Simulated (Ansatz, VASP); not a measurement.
**Two plane-wave programs on ScAl3**

```
Sc Al
1.0
     3.98819    0.00000    0.00000
     0.00000    3.98819    0.00000
     0.00000    0.00000    3.98819
Sc Al
1 3
Direct
  0.00000 0.00000 0.00000
  0.50000 0.00000 0.50000
  0.00000 0.50000 0.50000
  0.50000 0.50000 0.00000
```

Alike in both runs: task single point; functional PBEsol; k mesh 10 × 10 × 10; occupations gaussian, width 0.1 eV; no spin polarisation.

|  | VASP | Ansatz |
| --- | --- | --- |
| version | VASP 6.6.1 | Ansatz 0.2.0 |
| potentials or method | VASP PAW PBE potentials, release 64 (Sc_sv, Al) | scalar-relativistic, plane waves, PAW |
| plane-wave cutoff (eV) | 520 | 420 |
| valence electrons in the cell | 20 | 20 |

|  | VASP | Ansatz | Ansatz less VASP |
| --- | --- | --- | --- |
| gap on the k mesh at the Fermi level (eV) | none | none | - |
| pressure (GPa) | 6.6 | 6.4 | -0.15 |

A gap of «none» marks a metal or a gap that the smearing closes.

Caveats: the PAW data sets were made with another functional, which shifts forces and pressure a little (VASP).
